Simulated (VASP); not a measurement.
# CdTe (F-43m) in VASP: a series of runs

The runs below take CdTe through dielectric tensor, with PBE.

All numbers are computed with VASP 6.6.1; they aren't measurements. Logs are shortened: lines on timing, memory, paths and dates and some standing lists are left out, and cuts for length are marked.

### Step 1. The crystal as given

Symmetry: F-43m, No. 216, cubic system. Conventional cell: a = 6.410 Å, b = 6.410 Å, c = 6.410 Å, α = 90.00°, β = 90.00°, γ = 90.00°. Te (site symmetry -43m) is surrounded by 4 Cd at 2.78 Å. Cd (site symmetry -43m) is surrounded by 4 Te at 2.78 Å.

### Step 2. Dielectric tensor, PBE

Input file INCAR:

```
  PREC = Accurate
  ENCUT = 350
  EDIFF = 1E-8
  ISMEAR = 0
  SIGMA = 0.01
  LREAL = F
  LASPH = T
  NELM = 100
  ALGO = Normal
  ISIF = 2
  LWAVE = F
  LCHARG = F
  GGA = PE
  LEPSILON = T
```

Input file KPOINTS:

```
Automatic mesh
0
Gamma
  13 13 13
```

Input file POSCAR:

```
CdTe
1.0
    0.0000000000      3.2050000000      3.2050000000
    3.2050000000      0.0000000000      3.2050000000
    3.2050000000      3.2050000000      0.0000000000
Te Cd
1 1
Direct
    0.7500000000      0.7500000000      0.7500000000
    0.0000000000      0.0000000000      0.0000000000
```

Potentials or basis: VASP PAW PBE potentials, release 64 (Te, Cd).

Launch:

```
cat potpaw_PBE.64/Te/POTCAR potpaw_PBE.64/Cd/POTCAR > POTCAR
mpirun -np 1 vasp_std > vasp.out
```

OUTCAR:

```text
PREC = Accurate
   ENCUT = 350
   EDIFF = 1E-8
   ISMEAR = 0
   LREAL = F
   LASPH = T
   NELM = 100
   ISIF = 2
   GGA = PE
   LEPSILON = T

 Found     84 irreducible k-points:

 Following reciprocal coordinates:
            Coordinates               Weight
  0.000000  0.000000  0.000000      1.000000
  0.076923  0.000000  0.000000      8.000000
  0.153846  0.000000  0.000000      8.000000
  0.230769  0.000000  0.000000      8.000000
  0.307692  0.000000  0.000000      8.000000
  0.384615  0.000000  0.000000      8.000000
   k-points           NKPTS =     84   k-points in BZ     NKDIM =     84   number of bands    NBANDS=     13
   number of dos      NEDOS =    301   number of ions     NIONS =      2
   total plane-waves  NPLWV =  21952
   dimension x,y,z NGX =    28 NGY =   28 NGZ =   28
   dimension x,y,z NGXF=    56 NGYF=   56 NGZF=   56
   ions per type =               1   1
   NGX,Y,Z   is equivalent  to a cutoff of  10.27, 10.27, 10.27 a.u.
   NGXF,Y,Z  is equivalent  to a cutoff of  20.54, 20.54, 20.54 a.u.
 SYSTEM =  unknown system
   PREC   = accura    normal or accurate (medium, high low for compatibility)
   ISTART =      0    job   : 0-new  1-cont  2-samecut
   ICHARG =      2    charge: 1-file 2-atom 10-const
   ISPIN  =      1    spin polarized calculation?
   LNONCOLLINEAR =      F non collinear calculations
   LSORBIT =      F    spin-orbit coupling
   LASPH  =      T    aspherical Exc in radial PAW
   ENCUT  =  350.0 eV  25.72 Ry    5.07 a.u.   6.91  6.91  6.91*2*pi/ulx,y,z
   NELM   =    100;   NELMIN=  2; NELMDL= -5     # of ELM steps
   EDIFF  = 0.1E-07   stopping-criterion for ELM
   LREAL  =      F    real-space projection
   EDIFFG = 0.1E-06   stopping-criterion for IOM
   NSW    =      0    number of steps for IOM
   IBRION =     -1    ionic relax: 0-MD 1-quasi-New 2-CG
   NFREE  =      0    steps in history (QN), initial steepest desc. (CG)
   ISIF   =      2    stress and relaxation
   ISYM   =      2    0-nonsym 1-usesym 2-fastsym
   POTIM  = 0.5000    time-step for ionic-motion
   TEBEG  =    0.0;   TEEND  =   0.0 temperature during run
   PSTRESS=    0.0 pullay stress
   NELECT =      18.0000    total number of electrons
   NUPDOWN=      -1.0000    fix difference up-down
   EMIN   =  10.00;   EMAX   =-10.00  energy-range for DOS
   EFERMI =   0.00;   METHOD = LEGACY
   ISMEAR =     0;   SIGMA  =   0.01  broadening in eV -4-tet -1-fermi 0-gaus
   EFERMI_NEDOS =   21; number of points for ismear=-14 and -15
   IALGO  =     38    algorithm
   IMIX   =      4    mixing-type and parameters
     AMIX     =   0.40;   BMIX     =  1.00
     AMIX_MAG =   1.60;   BMIX_MAG =  1.00
  volume/ion in A,a.u.               =      32.92       222.17
  Fermi-wavevector in a.u.,A,eV,Ry     =   1.062497  2.007828 15.359610  1.128899
  Thomas-Fermi vector in A             =   2.197950
   LORBIT       =      0    0 simple, 1 ext, 2 COOP (PROOUT), +10 PAW based schemes
   GGA     = PE    functional components
[... 143 lines left out ...]
    total drift:                                0.000002      0.000002      0.000003

  FREE ENERGIE OF THE ION-ELECTRON SYSTEM (eV)
  ---------------------------------------------------
  free  energy   TOTEN  =        -4.7244877128 eV

  energy  without entropy=       -4.7244877128  energy(sigma->0) =       -4.72448771

 HEAD OF MICROSCOPIC STATIC DIELECTRIC TENSOR (INDEPENDENT PARTICLE, excluding Hartree and local field effects)
 ------------------------------------------------------
           9.087550     0.000000    -0.000000
           0.000000     9.087550     0.000000
          -0.000000     0.000000     9.087550
 ------------------------------------------------------

 Free energy of the ion-electron system (eV)
  ---------------------------------------------------
  ---------------------------------------------------
  free energy    TOTEN  =        -1.51948633 eV

  energy without entropy =       -1.51948633

------------------------ aborting loop because EDIFF is reached ----------------------------------------

--------------------------------------- Ionic step        2  -------------------------------------------

------------------------ aborting loop because EDIFF is reached ----------------------------------------

--------------------------------------- Ionic step        3  -------------------------------------------

 Free energy of the ion-electron system (eV)
  ---------------------------------------------------
  ---------------------------------------------------
  free energy    TOTEN  =        -1.51948848 eV

  energy without entropy =       -1.51948848

------------------------ aborting loop because EDIFF is reached ----------------------------------------

 PIEZOELECTRIC TENSOR FIELD DIRECTION 3  (e Angst)
 -----------------------------------------------------------------------------
    -0.00142  2.38852  0.00000           (  0.00000 -0.06474  0.00000)
     2.38852 -0.00142  0.00000           ( -0.06474  0.00000  0.00000)
     0.00000  0.00000 -0.00140           (  0.00000  0.00000  0.00000)

 PIEZOELECTRIC TENSOR FIELD DIRECTION 3  (C/m^2)
 -----------------------------------------------------------------------------
    -0.00035  0.58120  0.00000
     0.58120 -0.00035  0.00000
     0.00000  0.00000 -0.00034

 MACROSCOPIC STATIC DIELECTRIC TENSOR (including local field effects in DFT)
 ------------------------------------------------------
           8.685905     0.000000    -0.000000
           0.000000     8.685905    -0.000000
          -0.000000     0.000000     8.685905
 ------------------------------------------------------

 PIEZOELECTRIC TENSOR (including local field effects)  for field in x, y, z        (e  Angst)
          XX          YY          ZZ          XY          YZ          ZX
  --------------------------------------------------------------------------------
  x    -0.00000    -0.00000     0.00000     0.00000     2.39936    -0.00000
  y     0.00000     0.00000     0.00000     0.00000     0.00000     2.39936
  z    -0.00000    -0.00000    -0.00000     2.39936     0.00000     0.00000

 PIEZOELECTRIC TENSOR (including local field effects)  for field in x, y, z        (C/m^2)
          XX          YY          ZZ          XY          YZ          ZX
  --------------------------------------------------------------------------------
  x    -0.00000    -0.00000     0.00000     0.00000     0.58384    -0.00000
  y     0.00000     0.00000     0.00000     0.00000     0.00000     0.58384
  z    -0.00000    -0.00000    -0.00000     0.58384     0.00000     0.00000

 BORN EFFECTIVE CHARGES (including local field effects) (in |e|, cummulative output)
 ---------------------------------------------------------------------------------
 ion    1
    1    -2.12528    -0.00000    -0.00000
    2    -0.00000    -2.12528    -0.00000
    3     0.00000     0.00000    -2.12528
 ion    2
    1     2.12528     0.00000     0.00000
    2     0.00000     2.12528     0.00000
    3    -0.00000    -0.00000     2.12528
```

OSZICAR:

```text
N       E                     dE             d eps       ncg     rms          rms(c)
DAV:   1     0.823645488923E+02    0.82365E+02   -0.68900E+03  2240   0.871E+02
[... 13 lines left out ...]
RMM:   7    -0.151920816342E+01   -0.18852E-02   -0.42581E-05 13868   0.376E-02    0.533E-03
RMM:   8    -0.151941812257E+01   -0.20996E-03   -0.16175E-06 14934   0.802E-03    0.149E-03
RMM:   9    -0.151948162519E+01   -0.63503E-04   -0.10122E-06 12971   0.429E-03    0.341E-04
RMM:  10    -0.151949442353E+01   -0.12798E-04    0.10081E-06 15372   0.644E-04    0.169E-04
RMM:  11    -0.151949067082E+01    0.37527E-05    0.34352E-07 14081   0.347E-04    0.760E-05
RMM:  12    -0.151948875794E+01    0.19129E-05    0.13354E-07 10683   0.971E-05    0.299E-05
RMM:  13    -0.151948847812E+01    0.27982E-06   -0.51151E-09  6979   0.583E-05    0.500E-06
```

Run time: 12 min. Hardware: 1 thread of Intel Xeon Platinum 8488C (Sapphire Rapids), shared host; peak memory 0.48 GiB.

These settings aren't checked as converged: the numbers below hold their error.

What came out:

```
Band gap on the k mesh                  : 0.87 eV, direct
Electronic dielectric tensor (diagonal) : 8.69
Born charges (mean of the diagonal)     : Te -2.13; Cd +2.13 e
```

Caveat: spin-orbit coupling is left out, which moves the levels of the heavy elements.

### Step 3. Dielectric tensor, PBE

Edit INCAR of step 2 so:

```diff
@@ -1,3 +1,3 @@
   PREC = Accurate
-  ENCUT = 350
+  ENCUT = 250
   EDIFF = 1E-8
```

Input file KPOINTS:

```
Automatic mesh
0
Gamma
  6 6 6
```

POSCAR is that of step 2.

Potentials or basis: VASP PAW PBE potentials, release 64 (Te, Cd).

Launch:

```
cat potpaw_PBE.64/Te/POTCAR potpaw_PBE.64/Cd/POTCAR > POTCAR
mpirun -np 1 vasp_std > vasp.out
```

OUTCAR:

```text
PREC = Accurate
   ENCUT = 250
   EDIFF = 1E-8
   ISMEAR = 0
   LREAL = F
   LASPH = T
   NELM = 100
   ISIF = 2
   GGA = PE
   LEPSILON = T

 Found     16 irreducible k-points:

 Following reciprocal coordinates:
            Coordinates               Weight
  0.000000  0.000000  0.000000      1.000000
  0.166667  0.000000  0.000000      8.000000
  0.333333  0.000000  0.000000      8.000000
  0.500000  0.000000  0.000000      4.000000
  0.166667  0.166667  0.000000      6.000000
  0.333333  0.166667  0.000000     24.000000
   k-points           NKPTS =     16   k-points in BZ     NKDIM =     16   number of bands    NBANDS=     13
   number of dos      NEDOS =    301   number of ions     NIONS =      2
   total plane-waves  NPLWV =  13824
   dimension x,y,z NGX =    24 NGY =   24 NGZ =   24
   dimension x,y,z NGXF=    48 NGYF=   48 NGZF=   48
   ions per type =               1   1
   NGX,Y,Z   is equivalent  to a cutoff of   8.80,  8.80,  8.80 a.u.
   NGXF,Y,Z  is equivalent  to a cutoff of  17.61, 17.61, 17.61 a.u.
 SYSTEM =  unknown system
   PREC   = accura    normal or accurate (medium, high low for compatibility)
   ISTART =      0    job   : 0-new  1-cont  2-samecut
   ICHARG =      2    charge: 1-file 2-atom 10-const
   ISPIN  =      1    spin polarized calculation?
   LNONCOLLINEAR =      F non collinear calculations
   LSORBIT =      F    spin-orbit coupling
   LASPH  =      T    aspherical Exc in radial PAW
   ENCUT  =  250.0 eV  18.37 Ry    4.29 a.u.   5.84  5.84  5.84*2*pi/ulx,y,z
   NELM   =    100;   NELMIN=  2; NELMDL= -5     # of ELM steps
[... 209 lines left out ...]

 PIEZOELECTRIC TENSOR FIELD DIRECTION 3  (e Angst)
 -----------------------------------------------------------------------------
    -0.00151  2.79925  0.00000           (  0.00001 -0.08128  0.00000)
     2.79925 -0.00151  0.00000           ( -0.08128  0.00001  0.00000)
     0.00000  0.00000  0.00084           (  0.00000  0.00000 -0.00000)

 PIEZOELECTRIC TENSOR FIELD DIRECTION 3  (C/m^2)
 -----------------------------------------------------------------------------
    -0.00037  0.68114  0.00000
     0.68114 -0.00037  0.00000
     0.00000  0.00000  0.00020

 MACROSCOPIC STATIC DIELECTRIC TENSOR (including local field effects in DFT)
 ------------------------------------------------------
          12.286151     0.000000    -0.000000
           0.000000    12.286151    -0.000000
           0.000000     0.000000    12.286151
 ------------------------------------------------------

 PIEZOELECTRIC TENSOR (including local field effects)  for field in x, y, z        (e  Angst)
          XX          YY          ZZ          XY          YZ          ZX
  --------------------------------------------------------------------------------
  x     0.00000    -0.00000    -0.00000     0.00000     2.82785     0.00000
  y     0.00000     0.00000     0.00000    -0.00000    -0.00000     2.82785
  z    -0.00000    -0.00000     0.00000     2.82785    -0.00000     0.00000

 PIEZOELECTRIC TENSOR (including local field effects)  for field in x, y, z        (C/m^2)
          XX          YY          ZZ          XY          YZ          ZX
  --------------------------------------------------------------------------------
  x     0.00000    -0.00000    -0.00000     0.00000     0.68810     0.00000
  y     0.00000     0.00000     0.00000    -0.00000    -0.00000     0.68810
  z    -0.00000    -0.00000     0.00000     0.68810    -0.00000     0.00000

 BORN EFFECTIVE CHARGES (including local field effects) (in |e|, cummulative output)
 ---------------------------------------------------------------------------------
 ion    1
    1    -2.35891     0.00000     0.00000
    2    -0.00000    -2.35891    -0.00000
    3    -0.00000    -0.00000    -2.35891
 ion    2
    1     2.35891     0.00000     0.00000
    2     0.00000     2.35891     0.00000
    3     0.00000     0.00000     2.35891
```

stdout:

```text
POSCAR found type information on POSCAR TeCd
 POSCAR found :  2 types and       2 ions
 scaLAPACK will be used
 LDA part: xc-table for (Slater+PW92), standard interpolation
 POSCAR, INCAR and KPOINTS ok, starting setup
 FFT: planning ... GRIDC
 FFT: planning ... GRID_SOFT
 FFT: planning ... GRID
 WAVECAR not read
 entering main loop
 Linear response reoptimize wavefunctions to high precision
 Linear response G [H, r] |phi>, progress :
  Direction:   1
 Linear response G [H, r] |phi>, progress :
  Direction:   2
 Linear response G [H, r] |phi>, progress :
  Direction:   3
 Linear response to external field (no local field effect), progress :
  Direction:   1
 dielectric tensor                  component  1 :    14.047     4.889     1.580
 Linear response to external field (no local field effect), progress :
  Direction:   2
 dielectric tensor                  component  2 :     4.888    14.313    -1.779
 Linear response to external field (no local field effect), progress :
  Direction:   3
 dielectric tensor                  component  3 :     1.583    -1.780     9.454
 Linear response to external field, progress :
  Direction:   1
 dielectric tensor                  component  1 :    12.286     2.742     0.841
 Linear response to external field, progress :
  Direction:   2
 dielectric tensor                  component  2 :     2.740    12.286     0.754
 Linear response to external field, progress :
  Direction:   3
 dielectric tensor                  component  3 :     2.122     1.461    12.286
 Born effective charges drift removed
```

Run time: 92 s. Hardware: 1 thread of Intel Xeon Platinum 8488C (Sapphire Rapids), shared host; peak memory 0.16 GiB.

The run converged, but a check on its numbers failed (symmetry, net force, bounds or a known fault of this set-up), so they aren't taken as properties of the crystal.

Caveat: the cutoff lies under the usual one of these potentials, so the numbers hold a large basis-set error; spin-orbit coupling is left out, which moves the levels of the heavy elements.

### Step 4. Dielectric tensor, PBE

Edit INCAR of step 3 so:

```diff
@@ -1,3 +1,3 @@
   PREC = Accurate
-  ENCUT = 250
+  ENCUT = 350
   EDIFF = 1E-8
```

Input file KPOINTS:

```
Automatic mesh
0
Gamma
  5 5 5
```

POSCAR is that of step 3.

Potentials or basis: VASP PAW PBE potentials, release 64 (Te, Cd).

Launch:

```
cat potpaw_PBE.64/Te/POTCAR potpaw_PBE.64/Cd/POTCAR > POTCAR
mpirun -np 1 vasp_std > vasp.out
```

OUTCAR:

```text
PREC = Accurate
   ENCUT = 350
   EDIFF = 1E-8
   ISMEAR = 0
   LREAL = F
   LASPH = T
   NELM = 100
   ISIF = 2
   GGA = PE
   LEPSILON = T

 Found     10 irreducible k-points:

 Following reciprocal coordinates:
            Coordinates               Weight
  0.000000  0.000000  0.000000      1.000000
  0.200000  0.000000  0.000000      8.000000
  0.400000  0.000000  0.000000      8.000000
  0.200000  0.200000  0.000000      6.000000
  0.400000  0.200000  0.000000     24.000000
 -0.400000  0.200000  0.000000     24.000000
   k-points           NKPTS =     10   k-points in BZ     NKDIM =     10   number of bands    NBANDS=     13
   number of dos      NEDOS =    301   number of ions     NIONS =      2
   total plane-waves  NPLWV =  21952
   dimension x,y,z NGX =    28 NGY =   28 NGZ =   28
   dimension x,y,z NGXF=    56 NGYF=   56 NGZF=   56
   ions per type =               1   1
[... 234 lines left out ...]
 MACROSCOPIC STATIC DIELECTRIC TENSOR (including local field effects in DFT)
 ------------------------------------------------------
          15.547704     0.000000     0.000000
          -0.000000    15.547704     0.000000
           0.000000     0.000000    15.547704
 ------------------------------------------------------

 PIEZOELECTRIC TENSOR (including local field effects)  for field in x, y, z        (e  Angst)
          XX          YY          ZZ          XY          YZ          ZX
  --------------------------------------------------------------------------------
  x    -0.00000    -0.00000     0.00000     0.00000     3.20597     0.00000
  y     0.00000     0.00000    -0.00000     0.00000    -0.00000     3.20597
  z    -0.00000    -0.00000     0.00000     3.20597     0.00000    -0.00000

 PIEZOELECTRIC TENSOR (including local field effects)  for field in x, y, z        (C/m^2)
          XX          YY          ZZ          XY          YZ          ZX
  --------------------------------------------------------------------------------
  x    -0.00000    -0.00000     0.00000     0.00000     0.78011     0.00000
  y     0.00000     0.00000    -0.00000     0.00000    -0.00000     0.78011
  z    -0.00000    -0.00000     0.00000     0.78011     0.00000    -0.00000

 BORN EFFECTIVE CHARGES (including local field effects) (in |e|, cummulative output)
 ---------------------------------------------------------------------------------
 ion    1
    1    -2.57584    -0.00000    -0.00000
    2     0.00000    -2.57584     0.00000
    3     0.00000     0.00000    -2.57584
 ion    2
    1     2.57584     0.00000     0.00000
    2    -0.00000     2.57584     0.00000
    3    -0.00000    -0.00000     2.57584
```

OSZICAR:

```text
N       E                     dE             d eps       ncg     rms          rms(c)
[... 13 lines left out ...]
RMM:   6    -0.281859439621E+01   -0.69244E-02   -0.15703E-04  1096   0.781E-02    0.280E-02
RMM:   7    -0.282108305508E+01   -0.24887E-02   -0.57041E-05  1077   0.419E-02    0.681E-03
RMM:   8    -0.282122115261E+01   -0.13810E-03    0.26815E-06  1148   0.744E-03    0.162E-03
RMM:   9    -0.282130377453E+01   -0.82622E-04    0.11899E-05  1045   0.417E-03    0.347E-04
RMM:  10    -0.282131499707E+01   -0.11223E-04    0.22353E-05  1175   0.707E-04    0.171E-04
RMM:  11    -0.282130691723E+01    0.80798E-05    0.37559E-06  1037   0.347E-04    0.438E-05
RMM:  12    -0.282130505347E+01    0.18638E-05    0.18376E-06   633   0.628E-05    0.327E-05
RMM:  13    -0.282130444654E+01    0.60693E-06    0.44682E-09   616   0.687E-05    0.355E-06
```

stdout:

```text
POSCAR found type information on POSCAR TeCd
 POSCAR found :  2 types and       2 ions
 scaLAPACK will be used
 LDA part: xc-table for (Slater+PW92), standard interpolation
 POSCAR, INCAR and KPOINTS ok, starting setup
 FFT: planning ... GRIDC
 FFT: planning ... GRID_SOFT
 FFT: planning ... GRID
 WAVECAR not read
 entering main loop
 Linear response reoptimize wavefunctions to high precision
 Linear response G [H, r] |phi>, progress :
  Direction:   1
 Linear response G [H, r] |phi>, progress :
  Direction:   2
 Linear response G [H, r] |phi>, progress :
  Direction:   3
 Linear response to external field (no local field effect), progress :
  Direction:   1
 dielectric tensor                  component  1 :    17.310     5.182     1.900
 Linear response to external field (no local field effect), progress :
  Direction:   2
 dielectric tensor                  component  2 :     5.182    17.436    -2.003
 Linear response to external field (no local field effect), progress :
  Direction:   3
 dielectric tensor                  component  3 :     1.903    -2.005    12.656
 Linear response to external field, progress :
  Direction:   1
 dielectric tensor                  component  1 :    15.548     3.267     0.721
 Linear response to external field, progress :
  Direction:   2
 dielectric tensor                  component  2 :     3.266    15.548     0.618
 Linear response to external field, progress :
  Direction:   3
 dielectric tensor                  component  3 :     2.412     1.576    15.548
 Born effective charges drift removed
```

Wall time 95 s (1 thread of Intel Xeon Platinum 8488C (Sapphire Rapids), shared host); peak memory 0.18 GiB.

These settings aren't checked as converged: the numbers below hold their error.

Results:

- Band gap on the k mesh: 0.87 eV, direct
- Electronic dielectric tensor (diagonal): 15.55
- Born charges (mean of the diagonal): Te -2.58; Cd +2.58 e

Caveat: spin-orbit coupling is left out, which moves the levels of the heavy elements.

(Continued in part 2 of 2.)
